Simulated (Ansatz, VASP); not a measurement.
## Al: VASP beside Ansatz

The input INCAR:

```
SYSTEM = Al
  ALGO = Fast
  EDIFF = 1E-7
  ENCUT = 520
  GGA = PE
  ISIF = 2
  ISMEAR = 0
  LASPH = .True.
  LCHARG = .False.
  LREAL = .False.
  LWAVE = .False.
  NBANDS = 8
  NELM = 80
  PREC = Accurate
  SIGMA = 0.15
```

The input KPOINTS:

```
k-points
0
Gamma
  22 22 22
  0 0 0
```

File POSCAR:

```
Al
1.0
   -1.6175102401      1.6175102401      1.6175102401
    1.6175102401     -1.6175102401      1.6175102401
    1.6175102401      1.6175102401     -1.6175102401
Al
1
Direct
    0.0000000000      0.0000000000      0.0000000000
```

Input for Ansatz:

```yaml
crystal:
  lattice:
    - [-1.6175102401, 1.6175102401, 1.6175102401]
    - [1.6175102401, -1.6175102401, 1.6175102401]
    - [1.6175102401, 1.6175102401, -1.6175102401]
  atoms:
    - { symbol: Al, position: [0.0, 0.0, 0.0] }
basis:
  ecutwfc: 420
kpoints:
  mp_grid: { grid: [22, 22, 22] }
hamiltonian:
  xc: pbe
scf:
  occupations: { method: gaussian, width: 0.15 }
output:
  forces: true
  stress: true
  eigenvalues: true
  write_density: true
  write_potential: true
  elf: true
  volumetric_format: npy
```

This isn't the form of Al at room conditions, which is fcc.

Alike in both runs: task single point; functional PBE; k mesh 22 × 22 × 22; occupations gaussian, width 0.15 eV; no spin polarisation.

```csv
,VASP,Ansatz
version,VASP 6.6.1,Ansatz 0.2.0
potentials or method,"VASP PAW PBE potentials, release 64 (Al)","scalar-relativistic, plane waves, PAW"
plane-wave cutoff (eV),520,420
valence electrons in the cell,3,3
```

|  | VASP | Ansatz | Ansatz less VASP |
| --- | --- | --- | --- |
| gap on the k mesh at the Fermi level (eV) | none | none | - |
| pressure (GPa) | 0.0 | 0.0 | +0.02 |

A gap of «none» marks a metal or a gap that the smearing closes.
